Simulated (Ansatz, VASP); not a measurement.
## Si: VASP beside Ansatz

File INCAR:

```
PREC = Accurate ; ENCUT = 520
EDIFF = 1E-7 ; ISMEAR = 0
SIGMA = 0.1 ; LREAL = F
LASPH = T ; NELM = 100
ALGO = Normal ; ISIF = 2
LWAVE = F ; LCHARG = F
GGA = PE ; IVDW = 12
NBANDS = 16
```

File KPOINTS:

```
regular mesh
0
Gamma
  6 6 4
```

The input POSCAR:

```
Si
1.0
    3.8313174600      0.0000000000      0.0000000000
   -1.9156587300      3.3180182500      0.0000000000
    0.0000000000      0.0000000000      6.3326220000
Si
4
Direct
    0.3333333300      0.6666666700      0.0630095000
    0.6666666700      0.3333333300      0.5630095000
    0.3333333300      0.6666666700      0.4369905000
    0.6666666700      0.3333333300      0.9369905000
```

Input for Ansatz:

```yaml
crystal:
  lattice:
    - [3.83131746, 0.0, 0.0]
    - [-1.91565873, 3.31801825, 0.0]
    - [0.0, 0.0, 6.332622]
  atoms:
    - { symbol: Si, position: [0.33333333, 0.66666667, 0.0630095] }
    - { symbol: Si, position: [0.66666667, 0.33333333, 0.5630095] }
    - { symbol: Si, position: [0.33333333, 0.66666667, 0.4369905] }
    - { symbol: Si, position: [0.66666667, 0.33333333, 0.9369905] }
basis:
  ecutwfc: 420
kpoints:
  mp_grid: { grid: [6, 6, 4] }
hamiltonian:
  xc: pbe
  dispersion: d3bj
scf:
  occupations: { method: gaussian, width: 0.1 }
output:
  forces: true
  stress: true
  eigenvalues: true
```

This isn't the form of Si at room conditions, which is diamond.

Alike in both runs: task single point; functional PBE; dispersion D3(BJ); k mesh 6 × 6 × 4; occupations gaussian, width 0.1 eV; no spin polarisation.

|  | VASP | Ansatz |
| --- | --- | --- |
| version | VASP 6.6.1 | Ansatz 0.2.0 |
| potentials or method | VASP PAW PBE potentials, release 64 (Si) | scalar-relativistic, plane waves, PAW |
| plane-wave cutoff (eV) | 520 | 420 |
| valence electrons in the cell | 16 | 16 |

```csv
,VASP,Ansatz,Ansatz less VASP
gap on the k mesh at the Fermi level (eV),0.42,0.42,-0.002
least direct gap on the mesh (eV),1.03,1.03,-0.004
pressure (GPa),-1.0,-0.9,+0.08
largest component of the traceless stress (GPa),0.10,0.09,-0.005
rms of the force components (eV/Å),0.007,0.006,-0.0003
```

Atom by atom the forces differ by 0.000 eV/Å (rms over components).
